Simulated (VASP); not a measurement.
GaSb (zincblende), LDA relaxation of cell and atoms: Ansatz's output and VASP's

Start cell

```
CELL_PARAMETERS angstrom
0.00000 3.10906 3.10906
3.10906 0.00000 3.10906
3.10906 3.10906 0.00000
ATOMIC_POSITIONS crystal
Ga 0.00000 0.00000 0.00000
Sb 0.25000 0.25000 0.25000
```

Ansatz printed

```
basis re-selected at this cell: Δ(F+E_penalty+E_count) = +8.821e-4 eV, ΔP = +0.001 GPa vs the last step (what re-selecting the basis moved, of the pressure what is left beyond the Pulay correction that the steps carried, after the strain that the cell walked since its last selection, with what the two solves' SCF thresholds leave and, on support functions, any second-order correction that the steps lacked; it is no measure of the basis error at this ecutwfc). This SCF's stress stands 4.23e-2 GPa from its target on what of the cell is left free (relax.cell.stress_tol is 5.00e-2 GPa) and its largest allowed force component is 6.48e-17 eV/Å (relax.f_tol is 5.00e-3 eV/Å): within both
SCF converged after 6 iterations
Free energy (F): -10043.018984 eV
Harris-Foulkes:  -10043.018984 eV  (|F-HF|=0.00e0)
Internal energy: -10043.018676 eV  (E = F + TS)
E sigma→0 (E₀):  -10043.018830 eV
Entropy (-TS):   -0.000308 eV (-0.154 meV/atom)
Fermi energy:    7.875683 eV
--- Per-component energies (eV) ---
  E_band       = -260.074089
  E_kinetic    = 325.704822
  E_local      = -3878.760287  (includes V_loc(G=0)·N_el)
  E_nonlocal   = 793.395730
  E_hartree    = 1783.212281
  E_xc         = -206.979188
  E_vxc        = -156.339374  (∫ρ·V_xc dr)
  E_paw        = -6340.090048  (= ΣΔE_a)
  E_vpaw       = -910.499412  (= ΣTr[D̂ρ^β])
  E_aug_tail   = -0.000125  (compensation charges beyond the density's cutoff)
  E_ewald      = -2521.789163
  E_core_change = 2.287303  (= ΣΔE_core)
  E_smearing   = -0.000308  (= −TS)
  E_closure    = 0.000000  (closes the sum)
  Σ components = -10043.018984   (vs F -10043.018984, Δ=0.00e0)
--- Forces (eV/Å), atoms counted from 1 ---
  atom   1  Ga     0.00000000     0.00000000    -0.00000000
  atom   2  Sb    -0.00000000    -0.00000000     0.00000000
  max |Σ_I F_I| component: 3.70e-17 eV/Å
--- Stress (GPa, compression-positive) ---
       -0.042262      -0.000000       0.000000
       -0.000000      -0.042262       0.000000
       -0.000000       0.000000      -0.042262
  P = ⅓ Tr σ = -0.0423 GPa (-0.423 kbar)
--- Relaxed structure (4 steps of the walk, 4 accepted, 1 SCFs on fresh bases) ---
  F+E_penalty+E_count = -10043.01898396 eV   max|allowed force component| = 6.476e-17 eV/Å   (the final SCF, on the basis selected at the relaxed cell)
  cell:  # Å, volume = 55.3719 Å³
    - [-2.8024546180925746e-33, 3.025192888824627, 3.025192888824627]
    - [3.025192888824627, 1.1566494514672987e-32, 3.025192888824627]
    - [3.025192888824627, 3.025192888824627, 1.1923170556975683e-32]
  atoms:
    - { symbol: Ga, position: [-2.2352051417685152e-33, 1.9874225856371327e-33, 2.224880868596374e-33] }
    - { symbol: Sb, position: [0.25, 0.25, 0.25] }
```

Each program uses its own PAW datasets. VASP's cell holds 18 valence electrons and Ansatz's 28. LDA means the Perdew–Zunger form with relativistic exchange in VASP and the Perdew–Wang form in Ansatz.

Task: What does VASP give for the same cell and level of theory?

Result: relaxed cell vector lengths 4.280, 4.280, 4.280 Å; relaxed cell volume 55.45 Å³.

From OUTCAR

```
k-points           NKPTS =     16   k-points in BZ     NKDIM =     16   number of bands    NBANDS=     16

   NELECT =      18.0000    total number of electrons

   dimension x,y,z NGX =    36 NGY =   36 NGZ =   36
   dimension x,y,z NGXF=    72 NGYF=   72 NGZF=   72

  energy-cutoff  :      600.00
  volume of cell :       55.45
      direct lattice vectors                 reciprocal lattice vectors
     0.000000000  3.026626436  3.026626436    -0.165200434  0.165200434  0.165200434
     3.026626436  0.000000000  3.026626436     0.165200434 -0.165200434  0.165200434
     3.026626436  3.026626436  0.000000000     0.165200434  0.165200434 -0.165200434

 k-points in reciprocal lattice and weights: KPOINTS created by Atomic Simulation Env
   0.00000000  0.00000000  0.00000000       0.005
   0.16666667  0.00000000  0.00000000       0.037
   0.33333333  0.00000000  0.00000000       0.037
   0.50000000  0.00000000  0.00000000       0.019
   0.16666667  0.16666667  0.00000000       0.028
   0.33333333  0.16666667  0.00000000       0.111
   0.50000000  0.16666667  0.00000000       0.111
  -0.33333333  0.16666667  0.00000000       0.111
   ...

 E-fermi :   5.0843

 k-point     1 :       0.0000    0.0000    0.0000
  band No.  band energies     occupation
      1     -10.2012      2.00000
      2     -10.2012      2.00000
      3     -10.2012      2.00000
      4     -10.1471      2.00000
      5     -10.1471      2.00000
      6      -6.7216      2.00000
      7       5.0221      1.91447
      8       5.0221      1.91447
      9       5.0221      1.91447
     10       5.1226      0.25658
     11       7.7562      0.00000
     12       7.7562      0.00000
     13       7.7562      0.00000
     14      10.6550      0.00000
     15      13.6355      0.00000
     16      13.6355      0.00000

 k-point     2 :       0.1667    0.0000    0.0000
  band No.  band energies     occupation
      1     -10.2091      2.00000
      2     -10.1978      2.00000
      3     -10.1978      2.00000
      4     -10.1475      2.00000
      5     -10.1475      2.00000
      6      -6.4287      2.00000
      7       2.2599      2.00000
      8       4.5967      2.00000
      9       4.5967      2.00000
     10       6.0310      0.00000
     11       8.3173      0.00000
     12       8.3173      0.00000
     13       8.9785      0.00000
     14      11.9464      0.00000
     15      12.5958      0.00000
     16      12.5958      0.00000

 k-point     3 :       0.3333    0.0000    0.0000
  band No.  band energies     occupation
      1     -10.2246      2.00000
      2     -10.1919      2.00000
      3     -10.1919      2.00000
      4     -10.1475      2.00000
      5     -10.1475      2.00000
      6      -5.6436      2.00000
      7      -0.3019      2.00000
      8       4.0306      2.00000
      9       4.0306      2.00000
     10       5.5781      0.00000
     11       8.7600      0.00000
     12       8.7600      0.00000
     13      11.4198      0.00000
     14      11.9718      0.00000
     15      13.1146      0.00000
     16      13.1146      0.00000

 k-point     4 :       0.5000    0.0000    0.0000
  band No.  band energies     occupation
      1     -10.2321      2.00000
      2     -10.1894      2.00000
      3     -10.1894      2.00000
      4     -10.1470      2.00000
      5     -10.1470      2.00000
      6      -5.0164      2.00000
      7      -1.5468      2.00000
      8       3.8145      2.00000
      9       3.8145      2.00000
     10       5.3826      0.00000
     11       8.7305      0.00000
     12       8.7305      0.00000
     13      11.3070      0.00000
     14      14.4060      0.00000
     15      14.9325      0.00000
     16      14.9325      0.00000

 k-point     5 :       0.1667    0.1667    0.0000
  band No.  band energies     occupation
      1     -10.2151      2.00000
      2     -10.1946      2.00000
      3     -10.1946      2.00000
      4     -10.1499      2.00000
      5     -10.1461      2.00000
      6      -6.3288      2.00000
      7       2.2454      2.00000
      8       3.9409      2.00000
      9       3.9409      2.00000
     10       6.6182      0.00000
     11       7.7189      0.00000
     12       9.3162      0.00000
     13       9.3162      0.00000
     14      11.3026      0.00000
     15      12.4869      0.00000
     16      13.9878      0.00000

 k-point     6 :       0.3333    0.1667    0.0000
  band No.  band energies     occupation
      1     -10.2276      2.00000
      2     -10.1893      2.00000
      3     -10.1881      2.00000
      4     -10.1518      2.00000
      5     -10.1455      2.00000
      6      -5.6903      2.00000
      7       0.2819      2.00000
      8       3.0684      2.00000
      9       3.3916      2.00000
     10       6.7806      0.00000
     11       8.0751      0.00000
     12       9.6883      0.00000
     13      10.0669      0.00000
     14      12.7509      0.00000
     15      13.6545      0.00000
     16      14.1943      0.00000

 ...

  Total        0.0097823      0.0097823      0.0097823      0.0000000      0.0000000      0.0000000
  in kB        0.2826462      0.2826462      0.2826462      0.0000000      0.0000000      0.0000000
  external PRESSURE =       0.2826462 kB  Pullay stress =       0.0000000 kB

 POSITION                                       TOTAL-FORCE (eV/Angst)
 -----------------------------------------------------------------------------------
      0.00000      0.00000      0.00000        -0.000000     -0.000000     -0.000000
      1.51331      1.51331      1.51331         0.000000      0.000000      0.000000
 -----------------------------------------------------------------------------------
    total drift:                               -0.000000     -0.000000     -0.000000

  FREE ENERGIE OF THE ION-ELECTRON SYSTEM (eV)
  ---------------------------------------------------
  free  energy   TOTEN  =        -8.6398461022 eV

  energy  without entropy=       -8.6396770226  energy(sigma->0) =       -8.63976156
```
